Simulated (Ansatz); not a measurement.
# TiO$_{2}$ under strain

The calculation used Ansatz 0.2.0, DFT PBE, scalar-relativistic, plane waves, PAW. Run with 420 eV cutoff, 6×6×6 k-mesh, Gaussian smearing of 0.02 eV, no spin polarisation.

Reference structure (relaxed):

```xyz
12
Lattice="5.3726 0.0000 0.0000 0.0000 5.3726 0.0000 -2.6843 0.0000 4.8496" Properties=species:S:1:pos:R:3 pbc="T T T"
Ti    2.0152    2.0141    1.2124
Ti    0.6730    3.3584    3.6372
Ti   -0.6711    4.7004    1.2124
Ti   -2.0133    0.6721    3.6372
O    -0.6700    4.7016    3.2150
O     3.3582    0.6710    1.6345
O     2.0161    4.7016    4.0593
O     0.6722    0.6710    0.7902
O     2.0163    2.0153    3.2150
O     0.6720    3.3573    1.6345
O    -0.6702    2.0153    4.0593
O     3.3584    3.3573    0.7902
```

Deformation: shear that moves c along a by the strain times its height over the a-b plane, the cell held and the atoms relaxed, all within the symmetry that the strain leaves. Energies are extrapolated to zero smearing. Stress is positive in compression, on the Cartesian axes of the cell above. Gaps are Kohn–Sham gaps over the whole zone.

Strains computed: -3.0, -2.0, -1.0, +1.0, +2.0, +3.0 %.

Question: At which strain does the energy stand 1.6 meV/atom over the relaxed crystal with σxx = -0.17, σyy = -0.10, σzz = 0.03, σyz = 0.00, σxz = -1.48, σxy = 0.00 GPa?

Answer: +3.0 %. The gap there is 2.13 eV against 2.12 unstrained.